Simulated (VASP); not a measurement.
# HfO2 (P4_2/mnm) in VASP: notebook, part 2 of 2

VASP 6.6.1. The steps go on from the part before.

## 3. Band structure, TPSS

Input file INCAR:

```
SYSTEM = HfO2
  ALGO = Normal
  EDIFF = 1E-7
  ENCUT = 520
  ISIF = 2
  ISMEAR = -1
  LASPH = .TRUE.
  LCHARG = .FALSE.
  LMAXMIX = 4
  LMIXTAU = .TRUE.
  LREAL = .FALSE.
  LWAVE = .FALSE.
  METAGGA = TPSS
  NBANDS = 31
  NELM = 60
  PREC = Accurate
  SIGMA = 0.05
```

Input file KPOINTS:

```
k-points
0
G
  6 6 8
  0 0 0
```

Input file POSCAR:

```
HfO2
1.0
    4.8135329900      0.0000000000      0.0000000000
    0.0000000000      4.8135329900      0.0000000000
    0.0000000000      0.0000000000      3.2054154100
Hf O
2 4
Direct
    0.5000000000      0.5000000000      0.5000000000
    0.0000000000      0.0000000000      0.0000000000
    0.8050448800      0.1949551200      0.5000000000
    0.6949551200      0.6949551200      0.0000000000
    0.3050448800      0.3050448800      0.0000000000
    0.1949551200      0.8050448800      0.5000000000
```

Input file KPOINTS_OPT:

```
path GXMGZRAZ,XR,MA
10
line-mode
reciprocal
 0.0000000000  0.0000000000  0.0000000000  G
 0.0000000000  0.5000000000  0.0000000000  X

 0.0000000000  0.5000000000  0.0000000000  X
 0.5000000000  0.5000000000  0.0000000000  M

 0.5000000000  0.5000000000  0.0000000000  M
 0.0000000000  0.0000000000  0.0000000000  G

 0.0000000000  0.0000000000  0.0000000000  G
 0.0000000000  0.0000000000  0.5000000000  Z

 0.0000000000  0.0000000000  0.5000000000  Z
 0.0000000000  0.5000000000  0.5000000000  R

 0.0000000000  0.5000000000  0.5000000000  R
 0.5000000000  0.5000000000  0.5000000000  A

 0.5000000000  0.5000000000  0.5000000000  A
 0.0000000000  0.0000000000  0.5000000000  Z

 0.0000000000  0.5000000000  0.0000000000  X
 0.0000000000  0.5000000000  0.5000000000  R

 0.5000000000  0.5000000000  0.0000000000  M
 0.5000000000  0.5000000000  0.5000000000  A
```

Potentials or basis: VASP PAW PBE potentials, release 64 (Hf_pv, O).

On the command line:

```bash
cat potpaw_PBE.64/Hf_pv/POTCAR potpaw_PBE.64/O/POTCAR > POTCAR
mpirun -np 1 vasp_std > vasp.out
```

OUTCAR:

```text
SYSTEM = HfO2
   EDIFF = 1E-7
   ENCUT = 520
   ISIF = 2
   ISMEAR = -1
   LASPH = .TRUE.
   LREAL = .FALSE.
   METAGGA = TPSS
   NELM = 60
   PREC = Accurate

 ion  position               nearest neighbor table
   1  0.500  0.500  0.500-   3 2.08   6 2.08   5 2.08   4 2.08   4 2.08   5 2.08   2 3.76   2 3.76
                             2 3.76   2 3.76   2 3.76   2 3.76   2 3.76   2 3.76
   2  0.000  0.000  0.000-   4 2.08   5 2.08   3 2.08   6 2.08   3 2.08   6 2.08   1 3.76   1 3.76
                             1 3.76   1 3.76   1 3.76   1 3.76   1 3.76   1 3.76
   3  0.805  0.195  0.500-   1 2.08   2 2.08   2 2.08
   4  0.695  0.695  0.000-   2 2.08   1 2.08   1 2.08
   5  0.305  0.305  0.000-   2 2.08   1 2.08   1 2.08
   6  0.195  0.805  0.500-   1 2.08   2 2.08   2 2.08

[... 1026 lines left out ...]
  Total        1.8280985      1.8280985      2.3271854      0.0000000      0.0000000      0.0000000
  in kB       39.4364632     39.4364632     50.2029618      0.0000000      0.0000000      0.0000000
  external PRESSURE =      43.0252961 kB  Pullay stress =       0.0000000 kB

 VOLUME and BASIS-vectors are now :
 -----------------------------------------------------------------------------
  energy-cutoff  :      520.00
  volume of cell :       74.27
      direct lattice vectors                 reciprocal lattice vectors
     4.813532990  0.000000000  0.000000000     0.207747615  0.000000000  0.000000000
     0.000000000  4.813532990  0.000000000     0.000000000  0.207747615  0.000000000
     0.000000000  0.000000000  3.205415410     0.000000000  0.000000000  0.311972045

 POSITION                                       TOTAL-FORCE (eV/Angst)
 -----------------------------------------------------------------------------------
      2.40677      2.40677      1.60271         0.000000      0.000000      0.000000
      0.00000      0.00000      0.00000         0.000000      0.000000      0.000000
      3.87511      0.93842      1.60271        -0.014898      0.014898      0.000000
      3.34519      3.34519      0.00000         0.014898      0.014898      0.000000
      1.46834      1.46834      0.00000        -0.014898     -0.014898      0.000000
      0.93842      3.87511      1.60271         0.014898     -0.014898      0.000000
 -----------------------------------------------------------------------------------
    total drift:                                0.000000     -0.000000     -0.000000

  FREE ENERGIE OF THE ION-ELECTRON SYSTEM (eV)
  ---------------------------------------------------
  free  energy   TOTEN  =       -73.4396193999 eV

  energy  without entropy=      -73.4396193999  energy(sigma->0) =      -73.43961940
```

OSZICAR:

```text
N       E                     dE             d eps       ncg     rms          rms(c)
DAV:   1     0.343180416648E+03    0.34318E+03   -0.24828E+04  3100   0.148E+03
DAV:   2     0.274349936772E+00   -0.34291E+03   -0.32694E+03  4141   0.447E+02
[... 32 lines left out ...]
       N       E                     dE             ncg
DAV:   1     0.976903834761E+04   -0.65557E+05     2480
DAV:   2    -0.181490063163E+04   -0.11584E+05     3073
DAV:   3    -0.237477803940E+04   -0.55988E+03     3073
DAV:   4    -0.238236939585E+04   -0.75914E+01     3159
DAV:   5    -0.238249150812E+04   -0.12211E+00     3194
DAV:   6    -0.238249411730E+04   -0.26092E-02     3205
DAV:   7    -0.238249419457E+04   -0.77263E-04     3186
DAV:   8    -0.238249419773E+04   -0.31633E-05     3134
DAV:   9    -0.238249419787E+04   -0.13823E-06     2179
DAV:  10    -0.238249419788E+04   -0.14054E-07     2038
```

Wall time 7.2 min (1 thread of Intel Xeon Platinum 8488C (Sapphire Rapids), shared host); peak memory 0.29 GiB.

What came out:

```
Free energy             : -73.4396 eV
Pressure                : 4.3 GPa
Largest force           : 0.021 eV/Å
Band gap on the k mesh  : 4.10 eV, direct
Band gap along the path : 4.10 eV, direct
```

Forces on the atoms (eV/Å):
```
Hf   0.000  0.000  0.000
Hf   0.000  0.000  0.000
O   -0.015  0.015  0.000
O    0.015  0.015  0.000
O   -0.015 -0.015  0.000
O    0.015 -0.015  0.000
```

Stress tensor (GPa, compression positive):
```
3.94 0.00 0.00
0.00 3.94 0.00
0.00 0.00 5.02
```

Levels at the corners of the path, in eV from the valence-band top:
```csv
point,band 19,band 20,band 21,band 22,band 23,band 24,band 25,band 26
Γ,-0.77,-0.51,-0.51,0.00,4.10,4.27,5.38,5.74
X,-1.50,-1.50,-0.69,-0.69,4.78,4.78,6.37,6.37
X,-1.50,-1.50,-0.69,-0.69,4.78,4.78,6.37,6.37
M,-1.18,-1.18,-0.86,-0.86,4.36,4.36,5.81,5.81
M,-1.18,-1.18,-0.86,-0.86,4.36,4.36,5.81,5.81
Γ,-0.77,-0.51,-0.51,0.00,4.10,4.27,5.38,5.74
Γ,-0.77,-0.51,-0.51,0.00,4.10,4.27,5.38,5.74
Z,-2.09,-2.09,-0.99,-0.99,5.77,5.77,6.23,6.23
Z,-2.09,-2.09,-0.99,-0.99,5.77,5.77,6.23,6.23
R,-1.81,-1.81,-0.96,-0.96,4.30,4.30,6.50,6.50
R,-1.81,-1.81,-0.96,-0.96,4.30,4.30,6.50,6.50
A,-1.12,-1.12,-0.53,-0.53,5.27,5.27,5.99,5.99
A,-1.12,-1.12,-0.53,-0.53,5.27,5.27,5.99,5.99
Z,-2.09,-2.09,-0.99,-0.99,5.77,5.77,6.23,6.23
X,-1.50,-1.50,-0.69,-0.69,4.78,4.78,6.37,6.37
R,-1.81,-1.81,-0.96,-0.96,4.30,4.30,6.50,6.50
M,-1.18,-1.18,-0.86,-0.86,4.36,4.36,5.81,5.81
A,-1.12,-1.12,-0.53,-0.53,5.27,5.27,5.99,5.99
```

Caveat: the PAW data sets were made with another functional, which shifts forces and pressure a little; spin-orbit coupling is left out, which moves the levels of the heavy elements. TPSS opens gaps a little over a GGA but as a rule still falls short of measured ones.

## 4. Band structure, revTPSS

Input file INCAR:

```
PREC = Accurate ; ENCUT = 520
EDIFF = 1E-6 ; ISMEAR = -1
SIGMA = 0.05 ; LREAL = F
LASPH = T ; NELM = 80
ALGO = Normal ; ISIF = 2
LWAVE = F ; LCHARG = F
LMAXMIX = 4 ; METAGGA = RTPSS
LMIXTAU = T ; NBANDS = 31
```

Input file KPOINTS:

```
regular mesh
0
Gamma
  6 6 8
```

POSCAR is that of step 3.

KPOINTS_OPT is that of step 3.

On the command line:

```bash
cat potpaw_PBE.64/Hf_pv/POTCAR potpaw_PBE.64/O/POTCAR > POTCAR
mpirun -np 1 vasp_std > vasp.out
```

Wall time 7 min (1 thread of Intel Xeon Platinum 8488C (Sapphire Rapids), shared host); peak memory 0.28 GiB.

It converged, with:

- Free energy: 6.9758 eV
- Pressure: 3.0 GPa
- Largest force: 0.024 eV/Å
- Band gap on the k mesh: 4.07 eV, direct
- Band gap along the path: 4.07 eV, direct

Forces on the atoms (eV/Å):
```
Hf   0.000  0.000  0.000
Hf   0.000  0.000  0.000
O   -0.017  0.017  0.000
O    0.017  0.017  0.000
O   -0.017 -0.017  0.000
O    0.017 -0.017  0.000
```

Stress tensor (GPa, compression positive):
```
2.83 0.00 0.00
0.00 2.83 0.00
0.00 0.00 3.28
```

Levels at the corners of the path, in eV from the valence-band top:
| point | band 18 | band 19 | band 20 | band 21 | band 22 | band 23 | band 24 | band 25 | band 26 | band 27 |
| --- | --- | --- | --- | --- | --- | --- | --- | --- | --- | --- |
| Γ | -1.67 | -0.75 | -0.49 | -0.49 | 0.00 | 4.07 | 4.22 | 5.34 | 5.72 | 5.72 |
| X | -2.80 | -1.49 | -1.49 | -0.69 | -0.69 | 4.75 | 4.75 | 6.34 | 6.34 | 6.62 |
| X | -2.80 | -1.49 | -1.49 | -0.69 | -0.69 | 4.75 | 4.75 | 6.34 | 6.34 | 6.62 |
| M | -1.83 | -1.16 | -1.16 | -0.84 | -0.84 | 4.33 | 4.33 | 5.78 | 5.78 | 6.80 |
| M | -1.83 | -1.16 | -1.16 | -0.84 | -0.84 | 4.33 | 4.33 | 5.78 | 5.78 | 6.80 |
| Γ | -1.67 | -0.75 | -0.49 | -0.49 | 0.00 | 4.07 | 4.22 | 5.34 | 5.72 | 5.72 |
| Γ | -1.67 | -0.75 | -0.49 | -0.49 | 0.00 | 4.07 | 4.22 | 5.34 | 5.72 | 5.72 |
| Z | -2.19 | -2.07 | -2.07 | -0.99 | -0.99 | 5.74 | 5.74 | 6.21 | 6.21 | 6.21 |
| Z | -2.19 | -2.07 | -2.07 | -0.99 | -0.99 | 5.74 | 5.74 | 6.21 | 6.21 | 6.21 |
| R | -1.83 | -1.81 | -1.81 | -0.96 | -0.96 | 4.26 | 4.26 | 6.46 | 6.46 | 7.07 |
| R | -1.83 | -1.81 | -1.81 | -0.96 | -0.96 | 4.26 | 4.26 | 6.46 | 6.46 | 7.07 |
| A | -2.04 | -1.13 | -1.13 | -0.52 | -0.52 | 5.24 | 5.24 | 5.96 | 5.96 | 6.56 |
| A | -2.04 | -1.13 | -1.13 | -0.52 | -0.52 | 5.24 | 5.24 | 5.96 | 5.96 | 6.56 |
| Z | -2.19 | -2.07 | -2.07 | -0.99 | -0.99 | 5.74 | 5.74 | 6.21 | 6.21 | 6.21 |
| X | -2.80 | -1.49 | -1.49 | -0.69 | -0.69 | 4.75 | 4.75 | 6.34 | 6.34 | 6.62 |
| R | -1.83 | -1.81 | -1.81 | -0.96 | -0.96 | 4.26 | 4.26 | 6.46 | 6.46 | 7.07 |
| M | -1.83 | -1.16 | -1.16 | -0.84 | -0.84 | 4.33 | 4.33 | 5.78 | 5.78 | 6.80 |
| A | -2.04 | -1.13 | -1.13 | -0.52 | -0.52 | 5.24 | 5.24 | 5.96 | 5.96 | 6.56 |

Caveat: the PAW data sets were made with another functional, which shifts forces and pressure a little; spin-orbit coupling is left out, which moves the levels of the heavy elements.

## 5. Band structure, MS2

Input file INCAR:

```
ALGO     = Normal         # electronic algorithm
EDIFF    = 1E-6           # SCF threshold, eV
ENCUT    = 520            # plane-wave cutoff, eV
ISIF     = 2              # what is computed and relaxed
ISMEAR   = -1             # smearing method
LASPH    = True           # aspherical terms in the spheres
LCHARG   = False          # write CHGCAR
LMAXMIX  = 4              # l up to which the mixer works
LMIXTAU  = True         
LREAL    = False          # projectors in reciprocal space
LWAVE    = False          # write WAVECAR
METAGGA  = MS2            # meta-GGA
NELM     = 80             # most SCF steps
PREC     = Accurate       # precision mode
SIGMA    = 0.05           # smearing width, eV
```

Input file KPOINTS:

```
k-points
0
Gamma
  6 6 8
```

POSCAR is that of step 4.

Edit KPOINTS_OPT of step 4 so:

```diff
@@ -1,3 +1,3 @@
 path GXMGZRAZ,XR,MA
-10
+15
 line-mode
```

On the command line:

```bash
cat potpaw_PBE.64/Hf_pv/POTCAR potpaw_PBE.64/O/POTCAR > POTCAR
mpirun -np 1 vasp_std > vasp.out
```

Run time: 5.9 min. Hardware: 1 thread of Intel Xeon Platinum 8488C (Sapphire Rapids), shared host; peak memory 0.27 GiB.

It converged, with:

| Quantity | Value |
| --- | --- |
| Free energy | -37.1216 eV |
| Pressure | -0.7 GPa |
| Largest force | 0.033 eV/Å |
| Band gap on the k mesh | 4.15 eV, direct |
| Band gap along the path | 4.15 eV, direct |

Forces in eV/Å, atoms in the order of the input:
```
Hf   0.000  0.000  0.000
Hf   0.000  0.000  0.000
O    0.024 -0.024  0.000
O   -0.024 -0.024  0.000
O    0.024  0.024  0.000
O   -0.024  0.024  0.000
```

Stress tensor (GPa, compression positive):
```
-0.47  0.00  0.00
 0.00 -0.47  0.00
 0.00  0.00 -1.19
```

Levels at the corners of the path, in eV from the valence-band top:
```
point  band 20  band 21  band 22  band 23  band 24  band 25
    Γ    -0.51    -0.51     0.00     4.15     4.33     5.40
    X    -1.50    -0.68    -0.68     4.82     4.82     6.42
    X    -1.50    -0.68    -0.68     4.82     4.82     6.41
    M    -1.18    -0.86    -0.86     4.41     4.41     5.85
    M    -1.18    -0.86    -0.86     4.41     4.41     5.85
    Γ    -0.51    -0.51     0.00     4.15     4.33     5.40
    Γ    -0.51    -0.51     0.00     4.15     4.33     5.40
    Z    -2.11    -0.99    -0.99     5.81     5.81     6.30
    Z    -2.11    -0.99    -0.99     5.81     5.81     6.30
    R    -1.80    -0.95    -0.95     4.37     4.37     6.53
    R    -1.80    -0.95    -0.95     4.37     4.37     6.53
    A    -1.12    -0.53    -0.53     5.32     5.32     6.08
    A    -1.12    -0.53    -0.53     5.32     5.32     6.08
    Z    -2.11    -0.99    -0.99     5.81     5.81     6.30
    X    -1.50    -0.68    -0.68     4.82     4.82     6.41
    R    -1.80    -0.95    -0.95     4.37     4.37     6.53
    M    -1.18    -0.86    -0.86     4.41     4.41     5.85
    A    -1.12    -0.53    -0.53     5.32     5.32     6.08
```

Caveat: the PAW data sets were made with another functional, which shifts forces and pressure a little; spin-orbit coupling is left out, which moves the levels of the heavy elements.

## 6. The runs side by side

```tsv
level	potentials or basis	cutoff (eV)	gap on the mesh (eV)	pressure (GPa)	largest force (eV/Å)
PBE	VASP PAW PBE potentials, release 64 (Hf_pv, O_h)	900	3.99	-	-
TPSS	VASP PAW PBE potentials, release 64 (Hf_pv, O)	520	4.10	4.3	0.02
revTPSS	VASP PAW PBE potentials, release 64 (Hf_pv, O)	520	4.07	3.0	0.02
MS2	VASP PAW PBE potentials, release 64 (Hf_pv, O)	520	4.15	-0.7	0.03
```

Alike in all rows: task band structure; no spin polarisation; cell as given; k mesh 6 × 6 × 8; smearing fermi-dirac 0.05 eV.

Caveats: spin-orbit coupling is left out, which moves the levels of the heavy elements; the PAW data sets were made with another functional, which shifts forces and pressure a little (some runs); the cutoff is under 1.25 times the usual one of these potentials, so pressure, stress and relaxed cells hold a basis-set (Pulay) error (some runs).

Absolute energies hang on the potentials; compare differences alone.
